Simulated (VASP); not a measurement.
Write the native input for VASP 6.6.1 that does the following.

* Task: relaxation of cell and atoms
* Functional: PBE
* Potentials or basis: VASP PAW PBE potentials, release 64 (Mo_sv_GW, Si_GW)
* Cutoff: 600 eV
* k mesh: 5 × 5 × 3
* Occupations: fermi-dirac, width 0.05 eV
* Spin: no spin polarisation
* Further INCAR settings: ALGO = Fast; EDIFF = 1e-06; IBRION = 2; EDIFFG = -0.01; NSW = 40; ISIF = 3

The structure of Si2Mo lies in POSCAR:

```
Si2Mo
1.0
    4.5854715599      0.0000000000      0.0000000000
   -2.2927357800      3.9711348592      0.0000000000
    0.0000000000      0.0000000000      6.5797601000
Mo Si
3 6
Direct
    0.5000000000      0.5000000000      0.8333333333
    0.0000000000      0.5000000000      0.1666666667
    0.5000000000      0.0000000000      0.5000000000
    0.1638729800      0.3277459600      0.5000000000
    0.6722540400      0.8361270200      0.1666666667
    0.8361270200      0.1638729800      0.8333333333
    0.8361270200      0.6722540400      0.5000000000
    0.3277459600      0.1638729800      0.1666666667
    0.1638729800      0.8361270200      0.8333333333
```

Measurements of this composition are mostly on another form, of space group No. 139.

These files were run (other wordings do the same):

INCAR

```
SYSTEM = Si2Mo
PREC     = Accurate       ! precision mode
ENCUT    = 600            ! plane-wave cutoff, eV
EDIFF    = 1E-6           ! SCF threshold, eV
ISMEAR   = -1             ! smearing method
SIGMA    = 0.05           ! smearing width, eV
LREAL    = .False.        ! projectors in reciprocal space
LASPH    = .True.         ! aspherical terms in the spheres
NELM     = 60             ! most SCF steps
ALGO     = Fast           ! electronic algorithm
ISIF     = 3              ! what is computed and relaxed
LWAVE    = .False.        ! write WAVECAR
LCHARG   = .False.        ! write CHGCAR
GGA      = PE             ! functional
IBRION   = 2              ! ionic algorithm
NSW      = 40             ! ionic steps
EDIFFG   = -0.01          ! ionic threshold
```

KPOINTS

```
regular mesh
0
Gamma
  5 5 3
  0 0 0
```

Potentials or basis: VASP PAW PBE potentials, release 64 (Mo_sv_GW, Si_GW).

Run with:

```console
$ cat potpaw_PBE.64/Mo_sv_GW/POTCAR potpaw_PBE.64/Si_GW/POTCAR > POTCAR
$ mpirun -np 1 vasp_std > vasp.out
```

Results of the run:

```yaml
Relaxed_volume: 13.52 Å³/atom
Relaxed_cell: a = 4.613 Å, b = 4.613 Å, c = 6.605 Å, α = 90.00°, β = 90.00°, γ = 120.00°
Space_group_after_relaxing_to_0.05_Å: P6_222 (No. 180)
Energy_gained_by_relaxing: 2.3 meV/atom
Ionic_steps: 5
Pressure_after_relaxing: 0.0 GPa
Largest_force_after_relaxing: 0.003 eV/Å
Band_gap_on_the_k_mesh: 0.60 eV, indirect (least direct gap 0.88 eV)
```

Caveat: an odd mesh through Γ misses points on the zone boundary, where band edges often lie.

It took 14 min on 1 thread of Intel(R) Xeon(R) Platinum 8259CL CPU @ 2.50GHz (Skylake/Cascade Lake), with other jobs on the host, peak memory 0.33 GiB.
